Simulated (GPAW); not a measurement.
**Near-edge structure at the As K edge of zinc-blende (GaAs)₁₋ₓ(AlAs)ₓ at x = 0**

What does the As K edge look like in zinc-blende (GaAs)₁₋ₓ(AlAs)ₓ at x = 0?

Method: X-ray absorption from dipole matrix elements to empty bands, plane-wave PAW LDA, in GPAW 26.7.0.

Report form: the programs' logs are mostly left out.

**1. Set-up**

Symmetry: F-43m, No. 216, cubic system. The conventional cell has a = 5.653 Å, b = 5.653 Å, c = 5.653 Å, α = 90.00°, β = 90.00°, γ = 90.00°. Ga has 4 As at 2.45 Å nearest. As has 4 Ga at 2.45 Å nearest. 16-atom zinc-blende cell, 0 of 8 Ga sites taken by Al at random, lattice constants typed for the ends and interpolated (Vegard). Farther neighbours are not listed.

As a file:

```cif
data_structure
_symmetry_space_group_name_H-M 'P 1'
_symmetry_Int_Tables_number 1
_cell_length_a 7.9945
_cell_length_b 7.9945
_cell_length_c 7.9945
_cell_angle_alpha 60.000
_cell_angle_beta 60.000
_cell_angle_gamma 60.000
_cell_volume 361.30
loop_
_atom_site_label
_atom_site_type_symbol
_atom_site_fract_x
_atom_site_fract_y
_atom_site_fract_z
_atom_site_occupancy
Ga1 Ga 0.00000 0.00000 0.00000 1
As2 As 0.12500 0.12500 0.12500 1
Ga3 Ga 0.00000 0.00000 0.50000 1
As4 As 0.12500 0.12500 0.62500 1
Ga5 Ga 0.00000 0.50000 0.00000 1
As6 As 0.12500 0.62500 0.12500 1
Ga7 Ga 0.00000 0.50000 0.50000 1
As8 As 0.12500 0.62500 0.62500 1
Ga9 Ga 0.50000 0.00000 0.00000 1
As10 As 0.62500 0.12500 0.12500 1
Ga11 Ga 0.50000 0.00000 0.50000 1
As12 As 0.62500 0.12500 0.62500 1
Ga13 Ga 0.50000 0.50000 0.00000 1
As14 As 0.62500 0.62500 0.12500 1
Ga15 Ga 0.50000 0.50000 0.50000 1
As16 As 0.62500 0.62500 0.62500 1
```

**2. The field without a hole**

A plain self-consistent run shows whether there is a gap, which decides the set-up of the core-hole run.

scf.py reads:

```python
import numpy as np
from ase import Atoms
from ase.parallel import parprint, paropen
from gpaw import GPAW, PW, FermiDirac, Mixer, MixerDif, setup_paths
from gpaw.test import gen
setup_paths.insert(0, '.')
gen('As', name='nch1s', xcname='LDA', corehole=(1, 0, 0), write_xml=True)
from gpaw.mpi import world
world.barrier()

atoms = Atoms('GaAsGaAsGaAsGaAsGaAsGaAsGaAsGaAs',
    cell=[[0, 5.653, 5.653],
     [5.653, 0, 5.653],
     [5.653, 5.653, 0]],
    scaled_positions=[[0, 0, 0],
     [0.125, 0.125, 0.125],
     [0, 0, 0.5],
     [0.125, 0.125, 0.625],
     [0, 0.5, 0],
     [0.125, 0.625, 0.125],
     [1, 0.5, 0.5],
     [0.125, 0.625, 0.625],
     [0.5, 0, 0],
     [0.625, 0.125, 0.125],
     [0.5, 1, 0.5],
     [0.625, 0.125, 0.625],
     [0.5, 0.5, 0],
     [0.625, 0.625, 0.125],
     [0.5, 0.5, 0.5],
     [0.625, 0.625, 0.625]],
    pbc=True)
atoms.calc = calc = GPAW(legacy_gpaw=True, mode=PW(400, force_complex_dtype=True), xc='LDA', setups={1: 'nch1s'},
    kpts={'size': (4, 4, 4), 'gamma': True}, occupations=FermiDirac(0.05),
    charge=0, mixer=Mixer(0.1, 5, 50), maxiter=150,
    convergence={'density': 0.0001, 'eigenstates': 1e-6}, txt='scf.txt')
energy = atoms.get_potential_energy() + calc.get_reference_energy()
ef = calc.get_fermi_level()
out = dict(energy=energy, fermi=ef, forces=atoms.get_forces().tolist())
parprint(f'all-electron energy {energy:.4f} eV, Fermi level {ef:.4f} eV')
ev = np.array([[calc.get_eigenvalues(k, s) for k in range(len(calc.get_ibz_k_points()))] for s in range(calc.get_number_of_spins())])
out['homo'], out['lumo'], out['counts'] = ev[ev < ef].max(), ev[ev > ef].min(), sorted(set((ev < ef).sum((0, 2)).tolist()))
out['filled'] = (ev[:, 0] < ef).sum(1).tolist()
import json
with paropen('out.json', 'w') as f:
    json.dump(out, f)
```

On the command line:

```
> OMP_NUM_THREADS=1 mpirun -n 4 gpaw python scf.py
```

It took 26 s on 4 MPI ranks of AMD EPYC 7B13 (Zen 3), shared host; peak memory 0.32 GiB; 1.7 min of CPU time.

The mesh shows a gap of 0.37 eV. The excited electron is kept all the same, so that all members of the series, with or without a gap, are treated alike.

**3. Reference energy of the cell**

The photon energy needs a difference of total energies, so the cell and mesh of the coming hole run are first run without a hole.

scf.py: that of step 2 with these lines changed.

```diff
@@ -20,3 +20,3 @@
      [0.125, 0.625, 0.125],
-     [1, 0.5, 0.5],
+     [0, 0.5, 0.5],
      [0.125, 0.625, 0.625],
@@ -24,3 +24,3 @@
      [0.625, 0.125, 0.125],
-     [0.5, 1, 0.5],
+     [0.5, 0, 0.5],
      [0.625, 0.125, 0.625],
@@ -32,3 +32,3 @@
 atoms.calc = calc = GPAW(legacy_gpaw=True, mode=PW(400, force_complex_dtype=True), xc='LDA', setups={1: 'nch1s'},
-    kpts={'size': (4, 4, 4), 'gamma': True}, occupations=FermiDirac(0.05),
+    kpts={'size': (3, 3, 3), 'gamma': True}, occupations=FermiDirac(0.02),
     charge=0, mixer=Mixer(0.1, 5, 50), maxiter=150,
```

Elapsed: 14 s, on 4 MPI ranks; peak memory 0.25 GiB.

Reference energy: -913900.404 eV with the cores included.

**4. Spectrum with XCH, As atom 2**

The holes are 8.0 Å apart. In GPAW the data set carries the hole's charge, so charge=0 means a charged cell and charge=-1 a neutral one. The excited electron is kept in the cell, where it fills the lowest empty states and screens the hole. After the field has converged, empty bands are computed with the density fixed and the dipole matrix elements are summed.

The absorber has 4 Ga at 2.45 Å (tetrahedral).

xas.py reads:

```python
import numpy as np
from ase import Atoms
from ase.parallel import parprint, paropen
from gpaw import GPAW, PW, FermiDirac, Mixer, MixerDif, setup_paths
from gpaw.test import gen
setup_paths.insert(0, '.')
gen('As', name='fch1s', xcname='LDA', corehole=(1, 0, 1), write_xml=True)
from gpaw.mpi import world
world.barrier()

atoms = Atoms('GaAsGaAsGaAsGaAsGaAsGaAsGaAsGaAs',
    cell=[[0, 5.653, 5.653],
     [5.653, 0, 5.653],
     [5.653, 5.653, 0]],
    scaled_positions=[[0, 0, 0],
     [0.125, 0.125, 0.125],
     [0, 0, 0.5],
     [0.125, 0.125, 0.625],
     [0, 0.5, 0],
     [0.125, 0.625, 0.125],
     [0, 0.5, 0.5],
     [0.125, 0.625, 0.625],
     [0.5, 0, 0],
     [0.625, 0.125, 0.125],
     [0.5, 0, 0.5],
     [0.625, 0.125, 0.625],
     [0.5, 0.5, 0],
     [0.625, 0.625, 0.125],
     [0.5, 0.5, 0.5],
     [0.625, 0.625, 0.625]],
    pbc=True)
atoms.calc = calc = GPAW(legacy_gpaw=True, mode=PW(400, force_complex_dtype=True), xc='LDA', setups={1: 'fch1s'},
    kpts={'size': (3, 3, 3), 'gamma': True}, occupations=FermiDirac(0.04),
    charge=-1, mixer=Mixer(0.1, 5, 50), maxiter=150,
    convergence={'density': 0.0001, 'eigenstates': 1e-6}, txt='scf.txt')
energy = atoms.get_potential_energy() + calc.get_reference_energy()
ef = calc.get_fermi_level()
out = dict(energy=energy, fermi=ef, forces=atoms.get_forces().tolist())
parprint(f'all-electron energy {energy:.4f} eV, Fermi level {ef:.4f} eV')
ev = np.array([[calc.get_eigenvalues(k, s) for k in range(len(calc.get_ibz_k_points()))] for s in range(calc.get_number_of_spins())])
out['homo'], out['lumo'], out['counts'] = ev[ev < ef].max(), ev[ev > ef].min(), sorted(set((ev < ef).sum((0, 2)).tolist()))
out['filled'] = (ev[:, 0] < ef).sum(1).tolist()

from ase.units import Ha
from gpaw.xas import dipole_matrix_elements
nb = int(calc.get_number_of_electrons() / 2) + 185
top, nb = nb, nb + 8 + nb // 12
nscf = calc.fixed_density(kpts={'size': (4, 4, 4), 'gamma': True}, nbands=nb,
    convergence={'bands': top, 'eigenstates': 5e-3}, maxiter=60, txt='nscf.txt')
cell = atoms.cell.array
ops = [cell.T @ U.T @ np.linalg.inv(cell.T) for U in nscf.wfs.kd.symmetry.op_scc]
filled = [32]  # bands filled in the ground state, by spin
E = np.arange(-6, 30, 0.1)
fwhm = np.interp(E, [4, 25], [2.14, 3.5])
Y, X, zero, highest = 0, 0, 1e9, 1e9
for spin in range(nscf.get_number_of_spins()):
    wfs = nscf.wfs
    mine = wfs.bd.get_slice()  # this rank's bands
    A = dipole_matrix_elements(wfs.setups[1])
    eps = np.zeros((wfs.kd.nibzkpts, nb))
    d = np.zeros((3, A.shape[1], wfs.kd.nibzkpts, nb), complex)
    for kpt in wfs.kpt_u:
        if kpt.s == spin and 1 in kpt.P_ani:
            eps[kpt.k, mine] = kpt.eps_n * Ha
            d[:, :, kpt.k, mine] = (kpt.weight * wfs.nspins / 2) ** 0.5 * np.inner(A, kpt.P_ani[1])
    world.sum(eps)
    world.sum(d)
    T = np.einsum('amkn,bmkn->abkn', d, d.conj()).real
    T = sum(np.einsum('ai,ijkn,bj->abkn', R, T, R) for R in ops) / len(ops)
    empty = np.ones_like(eps, bool) & (np.arange(nb) >= filled[spin])
    zero, highest = min(zero, eps[empty].min()), min(highest, eps[:, top - 1].min())
    lines = [(eps, T, empty)] if spin == 0 else lines + [(eps, T, empty)]
for eps, T, empty in lines:
    f = np.einsum('aakn->akn', T).reshape(3, -1)
    x = eps.ravel() - zero
    w = np.interp(x, E, fwhm) / 2.35482
    g = np.exp(-0.5 * ((E[:, None] - x) / w) ** 2) / (w * (2 * np.pi) ** 0.5)
    Y = Y + (f * empty.ravel()) @ g.T
    X = X + (f * ~empty.ravel()) @ g.T
out.update(E=E.round(2).tolist(), xas=Y.tolist(), xes=X.tolist(), zero=zero, valid=highest - zero, nk=len(eps), nb=nb)
for i in range(0, len(E), 10):
    parprint(f'{E[i]:7.2f}', *(f'{v:10.3e}' for v in Y[:, i]))
import json
with paropen('out.json', 'w') as f:
    json.dump(out, f)
```

On the command line:

```
> OMP_NUM_THREADS=1 mpirun -n 4 gpaw python xas.py
```

The job ended after 89 s (4 MPI ranks; peak memory 0.49 GiB).

The As K spectrum, As atom 2, excited-electron core hole (neutral cell) (energy from the bottom of the conduction band, which holds the excited electron; intensity scaled to a mean of 1 over the first 20 eV):

| E (eV) | intensity |
| --- | --- |
| -2.00 | 0.00 |
| -1.25 | 0.01 |
| -0.50 | 0.07 |
| 0.25 | 0.28 |
| 1.00 | 0.69 |
| 1.75 | 1.10 |
| 2.50 | 1.23 |
| 3.25 | 1.26 |
| 4.00 | 1.42 |
| 4.75 | 1.53 |
| 5.50 | 1.39 |
| 6.25 | 1.26 |
| 7.00 | 1.29 |
| 7.75 | 1.31 |
| 8.50 | 1.24 |
| 9.25 | 1.14 |
| 10.00 | 1.01 |
| 10.75 | 0.87 |
| 11.50 | 0.80 |
| 12.25 | 0.80 |
| 13.00 | 0.83 |
| 13.75 | 0.82 |
| 14.50 | 0.78 |
| 15.25 | 0.73 |
| 16.00 | 0.71 |
| 16.75 | 0.75 |
| 17.50 | 0.83 |
| 18.25 | 0.89 |
| 19.00 | 0.90 |
| 19.75 | 0.87 |
| 20.50 | 0.86 |
| 21.25 | 0.88 |
| 22.00 | 0.89 |
| 22.75 | 0.87 |
| 23.50 | 0.87 |
| 24.25 | 0.92 |
| 25.00 | 0.99 |
| 25.75 | 1.04 |
| 26.50 | 1.00 |
| 27.25 | 0.88 |

Main maxima below 27 eV (height): 4.6 eV (1.53), 7.6 eV (1.31), 13.2 eV (0.83), 18.6 eV (0.90) and 25.8 eV (1.04). A K edge sees empty p states on the absorber.

The energy difference (zero at 11881 eV) isn't read as a photon energy: for so heavy an absorber the terms left out (the hole's spin, the functional's error) amount to tens of eV or more.

**5. Cell without a hole, the energy reference**

The absorbing element, whose data set is made anew, changes for the next run, so it gets a reference energy of its own.

scf.py: that of step 3 with these lines changed.

```diff
@@ -6,3 +6,3 @@
 setup_paths.insert(0, '.')
-gen('As', name='nch1s', xcname='LDA', corehole=(1, 0, 0), write_xml=True)
+gen('Ga', name='nch1s', xcname='LDA', corehole=(1, 0, 0), write_xml=True)
 from gpaw.mpi import world
@@ -31,3 +31,3 @@
     pbc=True)
-atoms.calc = calc = GPAW(legacy_gpaw=True, mode=PW(400, force_complex_dtype=True), xc='LDA', setups={1: 'nch1s'},
+atoms.calc = calc = GPAW(legacy_gpaw=True, mode=PW(400, force_complex_dtype=True), xc='LDA', setups={0: 'nch1s'},
     kpts={'size': (3, 3, 3), 'gamma': True}, occupations=FermiDirac(0.02),
```

On the command line:

```
> OMP_NUM_THREADS=1 mpirun -n 4 gpaw python scf.py
```

It took 13 s on 4 MPI ranks; peak memory 0.3 GiB; 51 s of CPU time.

Reference energy: -913900.404 eV with the cores included.

**6. Spectrum with XCH, Ga atom 1**

The holes are 8.0 Å apart. The excited electron is kept in the cell, where it fills the lowest empty states and screens the hole. After the field has converged, empty bands are computed with the density fixed and the dipole matrix elements are summed.

The absorber has 4 As at 2.45 Å (tetrahedral).

xas.py: that of step 4 with these lines changed.

```diff
@@ -6,3 +6,3 @@
 setup_paths.insert(0, '.')
-gen('As', name='fch1s', xcname='LDA', corehole=(1, 0, 1), write_xml=True)
+gen('Ga', name='fch1s', xcname='LDA', corehole=(1, 0, 1), write_xml=True)
 from gpaw.mpi import world
@@ -31,3 +31,3 @@
     pbc=True)
-atoms.calc = calc = GPAW(legacy_gpaw=True, mode=PW(400, force_complex_dtype=True), xc='LDA', setups={1: 'fch1s'},
+atoms.calc = calc = GPAW(legacy_gpaw=True, mode=PW(400, force_complex_dtype=True), xc='LDA', setups={0: 'fch1s'},
     kpts={'size': (3, 3, 3), 'gamma': True}, occupations=FermiDirac(0.04),
@@ -53,3 +53,3 @@
 E = np.arange(-6, 30, 0.1)
-fwhm = np.interp(E, [4, 25], [2.14, 3.5])
+fwhm = np.interp(E, [4, 25], [1.82, 3.5])
 Y, X, zero, highest = 0, 0, 1e9, 1e9
@@ -58,3 +58,3 @@
     mine = wfs.bd.get_slice()  # this rank's bands
-    A = dipole_matrix_elements(wfs.setups[1])
+    A = dipole_matrix_elements(wfs.setups[0])
     eps = np.zeros((wfs.kd.nibzkpts, nb))
@@ -62,5 +62,5 @@
     for kpt in wfs.kpt_u:
-        if kpt.s == spin and 1 in kpt.P_ani:
+        if kpt.s == spin and 0 in kpt.P_ani:
             eps[kpt.k, mine] = kpt.eps_n * Ha
-            d[:, :, kpt.k, mine] = (kpt.weight * wfs.nspins / 2) ** 0.5 * np.inner(A, kpt.P_ani[1])
+            d[:, :, kpt.k, mine] = (kpt.weight * wfs.nspins / 2) ** 0.5 * np.inner(A, kpt.P_ani[0])
     world.sum(eps)
```

On the command line:

```
> OMP_NUM_THREADS=1 mpirun -n 4 gpaw python xas.py
```

It took 51 s on 4 MPI ranks; peak memory 0.47 GiB.

The Ga K spectrum, Ga atom 1, excited-electron core hole (neutral cell) (energy from the bottom of the conduction band, which holds the excited electron; intensity scaled to a mean of 1 over the first 20 eV):

| E (eV) | intensity |
| --- | --- |
| -2.0 | 0.00 |
| -1.5 | 0.00 |
| -1.0 | 0.01 |
| -0.5 | 0.04 |
| 0.0 | 0.12 |
| 0.5 | 0.27 |
| 1.0 | 0.49 |
| 1.5 | 0.76 |
| 2.0 | 1.00 |
| 2.5 | 1.21 |
| 3.0 | 1.40 |
| 3.5 | 1.62 |
| 4.0 | 1.82 |
| 4.5 | 1.84 |
| 5.0 | 1.66 |
| 5.5 | 1.40 |
| 6.0 | 1.18 |
| 6.5 | 1.07 |
| 7.0 | 1.04 |
| 7.5 | 1.01 |
| 8.0 | 0.97 |
| 8.5 | 0.91 |
| 9.0 | 0.89 |
| 9.5 | 0.91 |
| 10.0 | 0.96 |
| 10.5 | 1.05 |
| 11.0 | 1.15 |
| 11.5 | 1.24 |
| 12.0 | 1.28 |
| 12.5 | 1.24 |
| 13.0 | 1.14 |
| 13.5 | 1.01 |
| 14.0 | 0.88 |
| 14.5 | 0.78 |
| 15.0 | 0.70 |
| 15.5 | 0.65 |
| 16.0 | 0.63 |
| 16.5 | 0.64 |
| 17.0 | 0.68 |
| 17.5 | 0.73 |
| 18.0 | 0.77 |
| 18.5 | 0.79 |
| 19.0 | 0.79 |
| 19.5 | 0.77 |
| 20.0 | 0.75 |
| 20.5 | 0.73 |
| 21.0 | 0.73 |
| 21.5 | 0.73 |
| 22.0 | 0.73 |
| 22.5 | 0.73 |
| 23.0 | 0.72 |
| 23.5 | 0.71 |
| 24.0 | 0.70 |
| 24.5 | 0.70 |
| 25.0 | 0.70 |
| 25.5 | 0.71 |
| 26.0 | 0.72 |
| 26.5 | 0.73 |
| 27.0 | 0.75 |
| 27.5 | 0.77 |

Main maxima below 27 eV (height): 4.2 eV (1.86), 12.0 eV (1.28) and 18.6 eV (0.79). 

The energy difference (zero at 10381 eV) isn't read as a photon energy: for so heavy an absorber the terms left out (the hole's spin, the functional's error) amount to tens of eV or more.

**7. Results**

| Item | Value |
| --- | --- |
| absorber and edge | As K, atom 2 of the ground-state input (counted from 1) |
| surroundings | 4 Ga at 2.45 Å (tetrahedral) |
| highest intensity below 24 eV | 4.6 eV above the zero, height 1.53 |

What this shows: The As K edge of atom 2, with 4 Ga at 2.45 Å (tetrahedral), has its highest intensity of the first 24 eV at 4.6 eV above the zero, 1.5 times the mean level of the first 20 eV (Gaussian full width 2.14 eV up to 4 eV, rising linearly to 3.5 eV at 25 eV). The script folds with a Gaussian, whereas the core hole's own line is a Lorentzian, so the onset is too steep and the first peak too high.

[Logs are printed without paths, hosts, clocks, repeated set-up lines and the standing remarks that a program may print on its own settings, such as how far it seeks lower states.]

[Hosts, paths, dates, database ids (printed as entryN), source tags and the programs' standing remarks are cut or masked in the printed files.]

[Lists of maxima count a maximum above −3 eV only where it reaches 4 % of the highest in the window and stands out from its surroundings by 2 % of it (1.5 % where it reaches 55 %); shoulders and weaker maxima are passed over, and of the rest the first, up to two pre-edge ones and the few strongest are named.]
